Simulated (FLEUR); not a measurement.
NiO:

```
Ni O
1.0
     0.00000    2.08590    2.08590
     2.08590    0.00000    2.08590
     2.08590    2.08590    0.00000
Ni O
1 1
Direct
  0.00000 0.00000 0.00000
  0.50000 0.50000 0.50000
```

Base run:

```yaml
Program: FLEUR MaX-R8.1 (later development tree)
Functional: PBE
Potentials_or_basis: all-electron
Basis: FLAPW
Kmax: 4.88 1/bohr
k_mesh: 11 × 11 × 11
Occupations: fermi-dirac, width 0.05 eV
Spin: collinear spin, ferromagnetic start
Starting_moments: "[2.5, 0.0] μB"
```

Its results: band gap on the k mesh none (metal or under the smearing width); net moment 1.73 μB per cell; site moments Ni +1.43; O +0.26 μB.

**Question.** The run is repeated on the same cell with these changes: functional from PBE to PBEsol; moments at the start from [2.5, 0.0] to [1.0, 0.0]. What comes out?

**Answer.** Band gap on the k mesh none (metal or under the smearing width); net moment 1.41 μB per cell; site moments Ni +1.18; O +0.20 μB.

Caveats: a cell with one magnetic atom can't hold antiferromagnetic order, which such compounds often take; semilocal functionals often make such compounds metallic where correlation or magnetic order opens a gap, which also shifts bond lengths.
